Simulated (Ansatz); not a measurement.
`FCN[SiH2]F` + `CC(=O)O` → `CC(=O)O[SiH2]F` + `NCF`  (ligand exchange at the Si–N bond)

Program: Ansatz. Geometries: PBE0-D4/def2-TZVP. ΔE: electronic, gas phase. CBS: MP2 limit from def2 TZ/QZ plus the TZ coupled-cluster correction, frozen cores. Functionals use def2-TZVPP. B3LYP here is the variant with VWN-RPA as its local correlation; programs differ in this. Each species was taken in one conformer, which may not be the lowest.

```
         level  ΔE (eV)
      B3LYP-D4    -0.33
MP2/def2-QZVPP    -0.36
```

Task: What does CCSD(T)/CBS give? (An estimate is asked.)

Result: Computed: -0.36 eV. The listed levels differ from it by 0.03, 0.00 eV.

Largest T1 diagnostic among the species: 0.015.

In def2-TZVPP, CCSD(T) changes the Hartree–Fock value by +0.03 eV (the triples alone add −0.00 eV) and MP2 by +0.04 eV.

CCSD(T)/CBS has its own doubt, a few kJ/mol and more with outer-core shells, so smaller differences from it don't rank the levels.
